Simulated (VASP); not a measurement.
**A VASP 6.6.1 single-point calculation on LiF**

INCAR

```
LWAVE = .FALSE.
NELM = 58
LCHARG = .FALSE.
ISIF = 2
NELECT = 10.1
LASPH = .TRUE.
PREC = High
ISMEAR = 0
LREAL = .FALSE.
EDIFF = 1E-6
ENCUT = 520
METAGGA = R2SCAN
IBRION = -1
NSW = 0
SIGMA = 0.01
NBANDS = 12
ALGO = Normal
```

KPOINTS

```
KPOINTS created by Atomic Simulation Environment
0
Gamma
10 10 10
0 0 0
```

POSCAR

```
Li F
 1.0000000000000000
    -0.0368410052000000    1.9979281671000000    1.9979281671000000
     1.9979281671000000   -0.0368410052000000    1.9979281671000000
     1.9979281671000000    1.9979281671000000   -0.0368410052000000
 Li  F
   1   1
Cartesian
  0.0000000000000000  0.0000000000000000  0.0000000000000000
  1.9795076645000000  1.9795076645000000  1.9795076645000000
```

The recommended PBE PAW datasets give the neutral cell 10 valence electrons.

Command

```
mpirun -np 1 vasp_std
```

Task: How does this run end, and what does it give?

Result: It converged. Results: pressure 11.7 GPa.

OSZICAR

```
N       E                     dE             d eps       ncg     rms          rms(c)
DAV:   1     0.293336056291E+02    0.29334E+02   -0.55515E+03  2904   0.868E+02
DAV:   2    -0.131090755050E+02   -0.42443E+02   -0.41445E+02  3348   0.197E+02
DAV:   3    -0.142655312950E+02   -0.11565E+01   -0.11514E+01  3844   0.282E+01
DAV:   4    -0.142778770592E+02   -0.12346E-01   -0.12281E-01  3180   0.289E+00
DAV:   5    -0.142781025887E+02   -0.22553E-03   -0.22484E-03  3908   0.248E-01    0.396E+00
DAV:   6    -0.109788375569E+02    0.32993E+01   -0.85069E-01  2924   0.652E+00    0.137E+00
DAV:   7    -0.109799305975E+02   -0.10930E-02   -0.37197E-01  3284   0.437E+00    0.108E+00
DAV:   8    -0.110412708304E+02   -0.61340E-01   -0.50364E-01  3012   0.502E+00    0.175E+00
DAV:   9    -0.109824853471E+02    0.58785E-01   -0.32447E-01  2924   0.370E+00    0.118E-01
DAV:  10    -0.109820553182E+02    0.43003E-03   -0.22717E-03  3356   0.473E-01    0.107E-01
DAV:  11    -0.109819468274E+02    0.10849E-03   -0.31048E-04  3216   0.153E-01    0.409E-02
DAV:  12    -0.109818807724E+02    0.66055E-04   -0.14948E-04  3052   0.894E-02    0.474E-03
DAV:  13    -0.109818644563E+02    0.16316E-04   -0.22513E-06  3464   0.166E-02    0.376E-03
DAV:  14    -0.109818549457E+02    0.95106E-05   -0.75659E-07  3044   0.764E-03    0.194E-03
DAV:  15    -0.109818508418E+02    0.41039E-05   -0.22304E-07  3120   0.405E-03    0.713E-04
DAV:  16    -0.109818483615E+02    0.24803E-05   -0.79800E-08  2540   0.251E-03    0.701E-05
DAV:  17    -0.109818480550E+02    0.30653E-06   -0.16031E-09  1428   0.408E-04
   1 F= -.10981848E+02 E0= -.10981785E+02  d E =-.125952E-03
```

The cell is charged and sits in a uniform background.

For comparison, a separate r²SCAN run of the intended cell, on usual settings and not on those above, gives a gap of 10.13 eV on its mesh and a pressure of -3.2 GPa.
